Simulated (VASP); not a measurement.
Wanted: the native input for a VASP 6.6.1 run.

```yaml
Task: relaxation of cell and atoms
Functional: PBEsol
Potentials_or_basis: VASP PAW PBE potentials, release 64 (Si)
Cutoff: 600 eV
k_mesh: 18 × 18 × 8
Occupations: methfessel-paxton, width 0.1 eV
Spin: no spin polarisation
Further_INCAR_settings: ALGO = Normal; EDIFF = 1e-07; IBRION = 2; EDIFFG = -0.005; NSW = 90; ISIF = 3
```

The structure of Si lies in POSCAR:

```
Si                                      
1.0
    2.6698635588     -0.0000000000      0.0000000000
   -1.3349317794      2.3121696666      0.0000000000
   -0.0000000000      0.0000000000      4.5224055784
  Si            
     2
Direct
     0.3333333300000021    0.6666666699999979    0.2500000000000000
     0.6666666699999979    0.3333333300000021    0.7500000000000000
```

This isn't the form of Si at room conditions, which is diamond.

These files were run (other wordings do the same):

INCAR

```
PREC = Accurate
ENCUT = 600
EDIFF = 1E-7
ISMEAR = 1
SIGMA = 0.1
LREAL = F
LASPH = T
NELM = 80
ALGO = Normal
ISIF = 3
LWAVE = F
LCHARG = F
GGA = PS
IBRION = 2
NSW = 90
EDIFFG = -0.005
```

KPOINTS

```
regular mesh
0
Gamma
  18 18 8
```

Potentials or basis: VASP PAW PBE potentials, release 64 (Si).

Launch:

```sh
$ cat potpaw_PBE.64/Si/POTCAR > POTCAR
$ mpirun -np 1 vasp_std > vasp.out
```

It gave:

```yaml
Pressure_after_relaxing: 0.0 GPa
Band_gap_on_the_k_mesh: none (metal or under the smearing width)
```

Caveat: the relaxation stopped at its first step, so nothing moved; the PAW data sets were made with another functional, which shifts forces and pressure a little.

Run time: 17 s on 1 thread of Intel(R) Xeon(R) Platinum 8488C (Sapphire Rapids) (shared host), peak memory 0.17 GiB.
